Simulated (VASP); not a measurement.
# KF (P6_3/mmc) in VASP: notebook

The runs below take KF through single point, with PBE.

Everything below comes from runs of VASP 6.6.1. Logs are shortened: lines on timing, memory, paths and dates and some standing lists are left out, and cuts for length are marked.

### 1 Starting point

The structure is hexagonal, space group P6_3/mmc (No. 194). The conventional cell has a = 4.485 Å, b = 4.485 Å, c = 5.272 Å, α = 90.00°, β = 90.00°, γ = 120.00°. Around K (site symmetry -6m2) lie 5 F at 2.59 to 2.64 Å. Around F (site symmetry -6m2) lie 5 K at 2.59 to 2.64 Å.

The cell was built by a generator and needn't be a form met in nature.

### 2 Single point, PBE

Input file INCAR:

```
SYSTEM = KF
ALGO     = Normal         ! electronic algorithm
EDIFF    = 1E-6           ! SCF threshold, eV
ENCUT    = 520            ! plane-wave cutoff, eV
GGA      = PE             ! functional
ISIF     = 2              ! what is computed and relaxed
ISMEAR   = 0              ! smearing method
LASPH    = .TRUE.         ! aspherical terms in the spheres
LCHARG   = .TRUE.         ! write CHGCAR
LELF     = .TRUE.         ! ELF
LREAL    = .FALSE.        ! projectors in reciprocal space
LVHAR    = .TRUE.       
LWAVE    = .FALSE.        ! write WAVECAR
NBANDS   = 24             ! bands
NELM     = 100            ! most SCF steps
PREC     = Accurate       ! precision mode
SIGMA    = 0.01           ! smearing width, eV
```

Input file KPOINTS:

```
k-points
0
G
  6 6 4
  0 0 0
```

Input file POSCAR:

```
KF
1.0
    4.4847157331      0.0000000000      0.0000000000
   -2.2423578666      3.8838777536      0.0000000000
    0.0000000000      0.0000000000      5.2716949952
K F
2 2
Direct
    0.3333333333      0.6666666667      0.2500000000
    0.6666666667      0.3333333333      0.7500000000
    0.6666666667      0.3333333333      0.2500000000
    0.3333333333      0.6666666667      0.7500000000
```

Potentials or basis: VASP PAW PBE potentials, release 64 (K_sv, F).

On the command line:

```sh
$ cat potpaw_PBE.64/K_sv/POTCAR potpaw_PBE.64/F/POTCAR > POTCAR
$ mpirun -np 1 vasp_std > vasp.out
```

OUTCAR:

```text
SYSTEM = KF
   EDIFF = 1E-6
   ENCUT = 520
   GGA = PE
   ISIF = 2
   ISMEAR = 0
   LASPH = .TRUE.
   LREAL = .FALSE.
   NELM = 100
   PREC = Accurate

 ion  position               nearest neighbor table
   1  0.333  0.667  0.250-   3 2.59   3 2.59   3 2.59   4 2.64   4 2.64   2 3.69   2 3.69   2 3.69
                             2 3.69   2 3.69   2 3.69
   2  0.667  0.333  0.750-   4 2.59   4 2.59   4 2.59   3 2.64   3 2.64   1 3.69   1 3.69   1 3.69
                             1 3.69   1 3.69   1 3.69
   3  0.667  0.333  0.250-   1 2.59   1 2.59   1 2.59   2 2.64   2 2.64
   4  0.333  0.667  0.750-   2 2.59   2 2.59   2 2.59   1 2.64   1 2.64

  LATTYP: Found a hexagonal cell.
 ALAT       =     4.4847157331
 C/A-ratio  =     1.1754803000

  Lattice vectors:

 A1 = (   4.4847157331,   0.0000000000,   0.0000000000)
 A2 = (  -2.2423578666,   3.8838777536,   0.0000000000)
 A3 = (   0.0000000000,   0.0000000000,   5.2716949952)

Analysis of symmetry for initial positions (statically):
=====================================================================
 Subroutine PRICEL returns:
 Original cell was already a primitive cell.

 Routine SETGRP: Setting up the symmetry group for a
 hexagonal supercell.

 Subroutine GETGRP returns: Found 24 space group operations
 (whereof 12 operations were pure point group operations)
 out of a pool of 24 trial point group operations.

The static configuration has the point symmetry D_3d.
 The point group associated with its full space group is D_6h.

Analysis of symmetry for dynamics (positions and initial velocities):
=====================================================================
 Subroutine PRICEL returns:
 Original cell was already a primitive cell.

 Routine SETGRP: Setting up the symmetry group for a
 hexagonal supercell.

 Subroutine GETGRP returns: Found 24 space group operations
 (whereof 12 operations were pure point group operations)
 out of a pool of 24 trial point group operations.

The dynamic configuration has the point symmetry D_3d.
 The point group associated with its full space group is D_6h.

 Subroutine INISYM returns: Found 24 space group operations
 (whereof 12 operations are pure point group operations),
 and found     1 'primitive' translations

----------------------------------------------------------------------------------------

                                     Primitive cell

  volume of cell :      91.8228

  direct lattice vectors                    reciprocal lattice vectors
     4.484715733  0.000000000  0.000000000     0.222979573  0.128737317  0.000000000
    -2.242357867  3.883877754  0.000000000     0.000000000  0.257474633  0.000000000
     0.000000000  0.000000000  5.271694995     0.000000000  0.000000000  0.189692310

  length of vectors
     4.484715733  4.484715733  5.271694995     0.257474633  0.257474633  0.189692310

  position of ions in fractional coordinates (direct lattice)
     0.333333333  0.666666667  0.250000000
     0.666666667  0.333333333  0.750000000
     0.666666667  0.333333333  0.250000000
     0.333333333  0.666666667  0.750000000

  ion indices of the primitive-cell ions
   primitive index   ion index
                 1           1
                 2           2
                 3           3
                 4           4

----------------------------------------------------------------------------------------

 KPOINTS: k-points

Automatic generation of k-mesh.
 Grid dimensions read from file:
 generate k-points for:    6    6    4

 Generating k-lattice:

  Cartesian coordinates                     Fractional coordinates (reciprocal lattice)
     0.037163262  0.021456219  0.000000000     0.166666667  0.000000000  0.000000000
     0.000000000  0.042912439  0.000000000     0.000000000  0.166666667  0.000000000
     0.000000000  0.000000000  0.047423077     0.000000000  0.000000000  0.250000000

  Length of vectors
     0.042912439  0.042912439  0.047423077

  Shift w.r.t. Gamma in fractional coordinates (k-lattice)
     0.000000000  0.000000000  0.000000000

 Subroutine IBZKPT returns following result:
 ===========================================

 Found     21 irreducible k-points:

 Following reciprocal coordinates:
            Coordinates               Weight
  0.000000  0.000000  0.000000      1.000000
  0.166667  0.000000  0.000000      6.000000
  0.333333  0.000000  0.000000      6.000000
  0.500000  0.000000  0.000000      3.000000
  0.166667  0.166667  0.000000      6.000000
  0.333333  0.166667  0.000000     12.000000
[... 13 lines left out ...]
  0.333333  0.166667  0.500000     12.000000
  0.333333  0.333333  0.500000      2.000000
   k-points           NKPTS =     21   k-points in BZ     NKDIM =     21   number of bands    NBANDS=     24
   number of dos      NEDOS =    301   number of ions     NIONS =      4
   total plane-waves  NPLWV =  51840
   dimension x,y,z NGX =    36 NGY =   36 NGZ =   40
   dimension x,y,z NGXF=    72 NGYF=   72 NGZF=   80
   ions per type =               2   2
   NGX,Y,Z   is equivalent  to a cutoff of  13.35, 13.35, 12.61 a.u.
   NGXF,Y,Z  is equivalent  to a cutoff of  26.69, 26.69, 25.23 a.u.
 SYSTEM =  KF
   PREC   = accura    normal or accurate (medium, high low for compatibility)
   ISTART =      0    job   : 0-new  1-cont  2-samecut
   ICHARG =      2    charge: 1-file 2-atom 10-const
   ISPIN  =      1    spin polarized calculation?
   LNONCOLLINEAR =      F non collinear calculations
   LSORBIT =      F    spin-orbit coupling
   LASPH  =      T    aspherical Exc in radial PAW
   ENCUT  =  520.0 eV  38.22 Ry    6.18 a.u.   8.34  8.34  9.80*2*pi/ulx,y,z
   NELM   =    100;   NELMIN=  2; NELMDL= -5     # of ELM steps
   EDIFF  = 0.1E-05   stopping-criterion for ELM
   LREAL  =      F    real-space projection
   EDIFFG = 0.1E-04   stopping-criterion for IOM
   NSW    =      0    number of steps for IOM
   IBRION =     -1    ionic relax: 0-MD 1-quasi-New 2-CG
   NFREE  =      0    steps in history (QN), initial steepest desc. (CG)
   ISIF   =      2    stress and relaxation
   ISYM   =      2    0-nonsym 1-usesym 2-fastsym
   POTIM  = 0.5000    time-step for ionic-motion
   TEBEG  =    0.0;   TEEND  =   0.0 temperature during run
   PSTRESS=    0.0 pullay stress
   NELECT =      32.0000    total number of electrons
   NUPDOWN=      -1.0000    fix difference up-down
   EMIN   =  10.00;   EMAX   =-10.00  energy-range for DOS
   EFERMI =   0.00;   METHOD = LEGACY
   ISMEAR =     0;   SIGMA  =   0.01  broadening in eV -4-tet -1-fermi 0-gaus
   EFERMI_NEDOS =   21; number of points for ismear=-14 and -15
   IALGO  =     38    algorithm
   IMIX   =      4    mixing-type and parameters
     AMIX     =   0.40;   BMIX     =  1.00
     AMIX_MAG =   1.60;   BMIX_MAG =  1.00
  volume/ion in A,a.u.               =      22.96       154.91
  Fermi-wavevector in a.u.,A,eV,Ry     =   1.152059  2.177075 18.058183  1.327239
  Thomas-Fermi vector in A             =   2.288712
   LORBIT       =      0    0 simple, 1 ext, 2 COOP (PROOUT), +10 PAW based schemes
   GGA     = PE    functional components
   LHFCALC =     F    Hartree Fock is set to
   AEXX    =    0.0000 exact exchange contribution
   IVDW    =     0    specifies the selected vdW correction
   LEPSILON=     F    determine dielectric tensor
   LRPA    =     F    only Hartree local field effects (RPA)
 non-spin polarized calculation
 Gauss-broadening in eV      SIGMA  =   0.01
  energy-cutoff  :      520.00
  volume of cell :       91.82
 maximum number of plane-waves:      2494
 NGX is ok and might be reduce to    36
   NGX = 17   NGY = 17   NGZ = 19

 number of electron      32.0000011 magnetization

 Free energy of the ion-electron system (eV)
  ---------------------------------------------------
  ext. energy  EPLUGINS =         0.00000000
  ---------------------------------------------------
  free energy    TOTEN  =       -16.43442462 eV

  energy without entropy =      -16.43442462  energy(sigma->0) =      -16.43442462

 E-fermi :  -3.2387     XC(G=0):  -7.4144

 val. band max:       -3.3265575954   @ k =   0.0000   0.0000   0.0000
 cond. band min:       2.0405734655   @ k =   0.0000   0.0000   0.0000
 fundamental gap:      5.3671310609
 Fermi energy:        -3.2386676119

 k-point     1 :       0.0000    0.0000    0.0000
  band No.  band energies     occupation
      1     -29.5178      2.00000
      2     -29.4038      2.00000
      3     -22.0155      2.00000
      4     -21.9927      2.00000
      5     -13.2903      2.00000
      6     -13.0709      2.00000
[... 16 lines left out ...]
     23       7.8528      0.00000
     24       8.6391      0.00000

 k-point     2 :       0.1667    0.0000    0.0000
  band No.  band energies     occupation
      1     -29.5074      2.00000
      2     -29.4068      2.00000
      3     -22.0278      2.00000
      4     -22.0072      2.00000
      5     -13.2575      2.00000
      6     -13.0930      2.00000
[... 16 lines left out ...]
     23       7.7642      0.00000
     24       8.8272      0.00000

 k-point     3 :       0.3333    0.0000    0.0000
  band No.  band energies     occupation
      1     -29.4826      2.00000
      2     -29.4167      2.00000
      3     -22.0514      2.00000
      4     -22.0373      2.00000
      5     -13.1739      2.00000
      6     -13.1333      2.00000
[... 16 lines left out ...]
     23       8.0972      0.00000
     24       8.1371      0.00000

 k-point     4 :       0.5000    0.0000    0.0000
  band No.  band energies     occupation
      1     -29.4649      2.00000
      2     -29.4269      2.00000
      3     -22.0620      2.00000
      4     -22.0536      2.00000
      5     -13.1521      2.00000
      6     -13.1080      2.00000
[... 16 lines left out ...]
     23       8.3701      0.00000
     24       8.3832      0.00000

 k-point     5 :       0.1667    0.1667    0.0000
  band No.  band energies     occupation
      1     -29.4896      2.00000
      2     -29.4134      2.00000
      3     -22.0455      2.00000
      4     -22.0295      2.00000
      5     -13.1983      2.00000
      6     -13.1413      2.00000
[... 16 lines left out ...]
     23       8.1216      0.00000
     24       8.2693      0.00000

 k-point     6 :       0.3333    0.1667    0.0000
  band No.  band energies     occupation
      1     -29.4649      2.00000
      2     -29.4269      2.00000
      3     -22.0619      2.00000
      4     -22.0534      2.00000
      5     -13.1918      2.00000
      6     -13.1085      2.00000
[... 16 lines left out ...]
     23       7.9943      0.00000
     24       8.5639      0.00000
[... 298 lines left out ...]
 k-point    18 :       0.5000    0.0000    0.5000
  band No.  band energies     occupation
      1     -29.4424      2.00000
      2     -29.4424      2.00000
      3     -22.0882      2.00000
      4     -22.0882      2.00000
      5     -13.0189      2.00000
      6     -13.0189      2.00000
[... 16 lines left out ...]
     23       8.1766      0.00000
     24       8.1766      0.00000

 k-point    19 :       0.1667    0.1667    0.5000
  band No.  band energies     occupation
      1     -29.4482      2.00000
      2     -29.4482      2.00000
      3     -22.0679      2.00000
      4     -22.0679      2.00000
      5     -13.0172      2.00000
      6     -13.0172      2.00000
[... 16 lines left out ...]
     23       8.5050      0.00000
     24       8.5050      0.00000

 k-point    20 :       0.3333    0.1667    0.5000
  band No.  band energies     occupation
      1     -29.4424      2.00000
      2     -29.4424      2.00000
      3     -22.0882      2.00000
      4     -22.0882      2.00000
      5     -13.0478      2.00000
      6     -13.0478      2.00000
[... 16 lines left out ...]
     23       8.2538      0.00000
     24       8.2538      0.00000

 k-point    21 :       0.3333    0.3333    0.5000
  band No.  band energies     occupation
      1     -29.4405      2.00000
      2     -29.4405      2.00000
      3     -22.0948      2.00000
      4     -22.0948      2.00000
      5     -13.0719      2.00000
      6     -13.0719      2.00000
[... 16 lines left out ...]
     23       8.2110      0.00000
     24       8.2110      0.00000

------------------------ aborting loop because EDIFF is reached ----------------------------------------

  FORCE on cell =-STRESS in cart. coord.  units (eV):
  Direction    XX          YY          ZZ          XY          YZ          ZX
  --------------------------------------------------------------------------------------
  -------------------------------------------------------------------------------------
  Total        0.6388819      0.6388819      0.9032748     -0.0000000      0.0000000      0.0000000
  in kB       11.1475757     11.1475757     15.7608536     -0.0000000      0.0000000      0.0000000
  external PRESSURE =      12.6853350 kB  Pullay stress =       0.0000000 kB

 VOLUME and BASIS-vectors are now :
 -----------------------------------------------------------------------------
  energy-cutoff  :      520.00
  volume of cell :       91.82
      direct lattice vectors                 reciprocal lattice vectors
     4.484715733  0.000000000  0.000000000     0.222979573  0.128737317  0.000000000
    -2.242357867  3.883877754  0.000000000     0.000000000  0.257474633  0.000000000
     0.000000000  0.000000000  5.271694995     0.000000000  0.000000000  0.189692310

 POSITION                                       TOTAL-FORCE (eV/Angst)
 -----------------------------------------------------------------------------------
     -0.00000      2.58925      1.31792        -0.000000      0.000000     -0.000000
      2.24236      1.29463      3.95377         0.000000     -0.000000     -0.000000
      2.24236      1.29463      1.31792        -0.000000     -0.000000      0.000000
     -0.00000      2.58925      3.95377         0.000000      0.000000      0.000000
 -----------------------------------------------------------------------------------
    total drift:                               -0.000000     -0.000000     -0.000000

  FREE ENERGIE OF THE ION-ELECTRON SYSTEM (eV)
  ---------------------------------------------------
  free  energy   TOTEN  =       -16.4344246212 eV

  energy  without entropy=      -16.4344246212  energy(sigma->0) =      -16.43442462
```

Wall time 33 s (1 thread of Intel Xeon Platinum 8488C (Sapphire Rapids), shared host); peak memory 0.23 GiB.

Results:

- Free energy: -16.4344 eV
- Pressure: 1.3 GPa
- Band gap on the k mesh: 5.37 eV, direct

Levels at points of the mesh, in eV from the valence-band top:
| k point | band 14 | band 15 | band 16 | band 17 | band 18 | band 19 |
| --- | --- | --- | --- | --- | --- | --- |
| (0.00, 0.00, 0.00) | -0.31 | -0.16 | 0.00 | 5.37 | 9.88 | 10.50 |
| (0.50, 0.00, 0.00) | -0.13 | -0.11 | -0.09 | 7.32 | 8.88 | 9.11 |
| (0.00, 0.00, 0.50) | -0.34 | -0.34 | -0.34 | 6.99 | 6.99 | 10.93 |
| (0.50, 0.00, 0.50) | -0.31 | -0.18 | -0.18 | 8.02 | 8.02 | 10.70 |

### 3 Single point, PBE

Input file INCAR:

```
SYSTEM = KF
PREC = Accurate
ENCUT = 520
EDIFF = 1E-6
ISMEAR = 0
SIGMA = 0.01
LREAL = .FALSE.
LASPH = .TRUE.
NELM = 100
ALGO = Normal
ISIF = 2
LWAVE = .FALSE.
LCHARG = .FALSE.
GGA = PE
NBANDS = 24
```

Input file KPOINTS:

```
regular mesh
0
G
  6 6 4
  0 0 0
```

POSCAR is that of step 2.

Potentials or basis: VASP PAW PBE potentials, release 64 (K_sv, F).

On the command line:

```sh
$ cat potpaw_PBE.64/K_sv/POTCAR potpaw_PBE.64/F/POTCAR > POTCAR
$ mpirun -np 1 vasp_std > vasp.out
```

Run time: 32 s. Hardware: 1 thread of Intel Xeon Platinum 8488C (Sapphire Rapids), shared host; peak memory 0.23 GiB.

Results (log left out):

* Free energy: -16.4344 eV
* Pressure: 1.3 GPa
* Band gap on the k mesh: 5.37 eV, direct

Stress tensor (GPa, compression positive):
```
1.11 0.00 0.00
0.00 1.11 0.00
0.00 0.00 1.58
```

Levels at points of the mesh, in eV from the valence-band top:
| k point | band 13 | band 14 | band 15 | band 16 | band 17 | band 18 | band 19 | band 20 |
| --- | --- | --- | --- | --- | --- | --- | --- | --- |
| (0.00, 0.00, 0.00) | -0.31 | -0.31 | -0.16 | 0.00 | 5.37 | 9.88 | 10.50 | 10.50 |
| (0.50, 0.00, 0.00) | -0.19 | -0.13 | -0.11 | -0.09 | 7.32 | 8.88 | 9.11 | 9.59 |
| (0.00, 0.00, 0.50) | -0.34 | -0.34 | -0.34 | -0.34 | 6.99 | 6.99 | 10.93 | 10.93 |
| (0.50, 0.00, 0.50) | -0.31 | -0.31 | -0.18 | -0.18 | 8.02 | 8.02 | 10.70 | 10.70 |
